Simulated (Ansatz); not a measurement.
InN (zinc blende)

```
InN
1.0
    0.00000     2.49330     2.49330
    2.49330     0.00000     2.49330
    2.49330     2.49330     0.00000
N In
1 1
Direct
  0.75000   0.75000   0.75000
  0.00000   0.00000   0.00000
```

The slice is a {110} plane (indices of the conventional cell) through the point (0.750, 0.750, 0.750) (fractional), spanned by u = [100] and v = [1 -1 -1] in vectors of this cell: u (3.53 Å) and v (4.99 Å, at 90° to u). It covers one period; positions are fractions (u, v).

Level of theory: PBEsol (plane waves to 420 eV, PAW, scalar-relativistic; Ansatz, a quantum-chemistry and plane-wave program). k mesh 11×11×11. Near the nuclei the fields are pseudised (PAW); where an atom keeps semicore shells as valence, they peak there. At this level the bands of InN touch or barely overlap; measurements give the solid a gap. InN was relaxed with its symmetry unable to fall.

What is the ELF at the midpoint of the shortest N–In line in this plane (2.16 Å)?

0.2.

What is the valence density on the shortest N–In line in this plane (2.16 Å), at its midpoint?

0.59 e/Å³.

Predict the map of the electrostatic potential energy of an electron, from the cell's mean on the slice.


```
|xxxxx:      :xxxx|
|xxxx.  xxxx  .xxx|
|xxxx  xxxxxx  xxx|
|xx=. xxxxxxxx .=x|
|#*=  xxxxxxxx  =*|
|##=  xxxxxxxx  =#|
|#*=  xxxxxxxx  =*|
|#*=  xxxxxxxx  =*|
|##+:  xxxxxx  :+#|
|##*=.  xxxx  .=*#|
|###*=:      :=*##|
|####*+=-::-=+*###|
|######******#####|
|###%%%%%%%%%%%%##|
|###%%%@@@@@@%%%##|
|###%%@@@@@@@@%%##|
|##%%%@@@@@@@@%%%#|
|#%%%@@@@@@@@@@%%#|
|##%%@@@@@@@@@@%%#|
|xx*%@@@@@@@@@@%*x|
|xxxx%@@@@@@@@%xxx|
|xxxx*%%%%%%%%*xxx|
|xxxxx##****##xxxx|
|xxxxx++-::-++xxxx|
```
Scale: ten equal steps from 1.00 (start of ' ') to 9.18 (end of '@'), in the order ' .:-=+*#%@'. Values: electrostatic potential energy of an electron, from the cell's mean, in eV. The map has 17 points along u (one character each, u = 0 at the left) and 24 along v (v = 0 in the bottom row). Points within 0.9 Å of a nucleus are blanked (x), as the pseudised field means little there. Values under 1 eV are set to 1. The zero, the cell's mean, hangs on the PAW cores.
